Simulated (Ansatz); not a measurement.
Crystal: LiCl.

```
Cl Li
1.0
     0.00000    2.56477    2.56477
     2.56477    0.00000    2.56477
     2.56477    2.56477    0.00000
Cl Li
1 1
Cartesian
  2.5648 2.5648 2.5648
  0.0000 0.0000 0.0000
```

Base run:

```yaml
Program: Ansatz 0.2.0
Functional: PBEsol
Potentials_or_basis: Ansatz PAW
Cutoff: "420 eV (not typed: the program's choice for these potentials)"
k_mesh: 9 × 9 × 9
Occupations: fermi-dirac, width 0.05 eV
Spin: no spin polarisation
```

Its results: band gap on the k mesh 6.13 eV, direct; pressure -1.2 GPa.

The run is repeated on the same cell with these changes: functional from PBEsol to RPBE. What comes out?

Band gap on the k mesh 6.58 eV, direct; pressure 2.4 GPa.

RPBE binds less tightly than PBEsol, so the same cell stands under more pressure.

Caveats: the PAW data sets come from PBE, with cores solved anew for the run's functional, which leaves a small shift of forces and pressure.
